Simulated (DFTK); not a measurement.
Rh:

```
CELL_PARAMETERS angstrom
0.00000 1.89785 1.89785
1.89785 0.00000 1.89785
1.89785 1.89785 0.00000
ATOMIC_POSITIONS crystal
Rh 0.00000 0.00000 0.00000
```

Base run:

```yaml
Program: DFTK 0.8.2
Functional: LDA
Potentials_or_basis: SG15 1.2 (PBE)
Cutoff: 1225 eV
k_mesh: 12 × 12 × 12
Occupations: fermi-dirac, width 0.05 eV
Spin: no spin polarisation
```

Its results: band gap on the k mesh none (metal or under the smearing width); pressure -11.3 GPa.

Task: The run is repeated on the same cell with these changes: functional from LDA to PBEsol. What comes out?

Result: Band gap on the k mesh none (metal or under the smearing width); pressure -4.0 GPa.

PBEsol binds less tightly than LDA, so the same cell stands under more pressure.

Caveats: the potentials were made for another functional, which shifts forces and pressure.

Not every run made on this cell is shown here.
